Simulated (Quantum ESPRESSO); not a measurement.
Runs of Quantum ESPRESSO 7.5 on Li. It takes space group Im-3m (No. 229, cubic). The conventional cell has a = 3.509 Å, b = 3.509 Å, c = 3.509 Å, α = 90.00°, β = 90.00°, γ = 90.00°. Around Li (site symmetry m-3m) lie 8 Li at 3.04 Å. 

| task | level | potentials or basis | spin | cell | k mesh | cutoff (eV) | smearing | mixing beta | SCF threshold | q mesh | form of the LDA correlation | iterations | mesh quality | gap on the mesh (eV) | pressure (GPa) |
| --- | --- | --- | --- | --- | --- | --- | --- | --- | --- | --- | --- | --- | --- | --- | --- |
| single point | PBE | SG15 PBE 1.2 | off | as given | 9 × 9 × 9 | 952 | fermi-dirac 0.05 eV | 0.5 | 2e-10 Ry | - | - | - | not flagged | none | -0.8 |
| phonon dispersion | PBEsol | PseudoDojo 0.4.1 SR PBEsol standard | off | relaxed | 12 × 12 × 12 | 1007 | cold 0.2 eV | 0.5 | 2e-10 Ry | 3 × 3 × 3 | - | - | not flagged | none | 0.0 |
| phonons and electron-phonon coupling | LDA | GBRV 1.5 LDA | off | relaxed | 12 × 12 × 12 | 612 | methfessel-paxton 0.272 eV | 0.5 | 2e-10 Ry | 4 × 4 × 4 | PZ81 | - | not flagged | none | 0.0 |
| phonons | LDA | GBRV 1.5 LDA | off | relaxed | 11 × 11 × 11 | 612 | cold 0.2 eV | 0.5 | 2e-10 Ry | - | PZ81 | - | not flagged | none | 0.0 |
| band structure | PBE | PseudoDojo 0.4.1 SR PBE standard | off | as given | 11 × 11 × 11 | 1007 | fermi-dirac 0.05 eV | 0.5 | 2e-10 Ry | - | - | - | not flagged | none | -0.8 |
| band structure | LDA | PseudoDojo 0.4.1 SR LDA standard | off | as given | 11 × 11 × 11 | 1007 | fermi-dirac 0.05 eV | 0.5 | 2e-10 Ry | - | PW92 | - | not flagged | none | -1.6 |
| phonons | LDA | JTH 2.0 LDA | off | as given | 11 × 11 × 11 | 490 | gaussian 0.272 eV | 0.5 | 2e-10 Ry | - | PW92 | - | not flagged | none | (a) |
| single point | PBE | SG15 PBE 1.2 | non-collinear, ferromagnetic start | as given | 4 × 4 × 4 | 952 | fermi-dirac 0.05 eV | 0.3 | 2e-10 Ry | - | - | - | coarse | none | -0.5 |
| energy-loss spectrum | LDA | PseudoDojo 0.4.1 SR LDA standard | off | as given | 7 × 7 × 7 | 1007 | methfessel-paxton 0.136 eV | 0.5 | 2e-10 Ry | - | PW92 | 400 | coarse | none | -1.6 |
| density of states | AM05 | Ansatz NC SR PBE | off | as given | 11 × 11 × 11 | 1034 | fermi-dirac 0.05 eV | 0.5 | 2e-10 Ry | - | - | - | not flagged | none | -0.5 |
| band structure | r2SCAN | SG15 PBE 1.2 | off | as given | 8 × 8 × 8 | 952 | fermi-dirac 0.05 eV | 0.5 | 1e-08 Ry | - | - | - | coarse | none | -0.1 |
| Wannier functions | PBEsol | GBRV 1.5 PBEsol | off | as given | 8 × 8 × 8 | 612 | fermi-dirac 0.05 eV | 0.5 | 2e-10 Ry | - | - | 0 | coarse | none | -0.8 |

**Question.** Fill in the values left out.

**Answer.** (a) -1.9.

Caveats: some runs use coarse meshes; some modes are imaginary (some runs); before the sum rule the acoustic modes lie tens of cm⁻¹ from zero, a sign that the density grid also shifts the optical modes (some runs); the q point doesn't lie on the k mesh, which can shift a metal's frequencies strongly unless the mesh is converged (some runs); the potentials were made for another functional, which shifts forces and pressure (some runs); λ from interpolated matrix elements is rough: modes that symmetry makes equal can differ by tens of percent (some runs); the cutoff is low for these files, which shifts pressure and relaxed volume (some runs); non-collinear GGA energies in this program can be off by tens of meV an atom and hang on the start (some runs).

A k mesh can miss the band edges.

A gap of «none» marks a metal or a gap under the smearing width.

Not every run made on this cell is shown here.
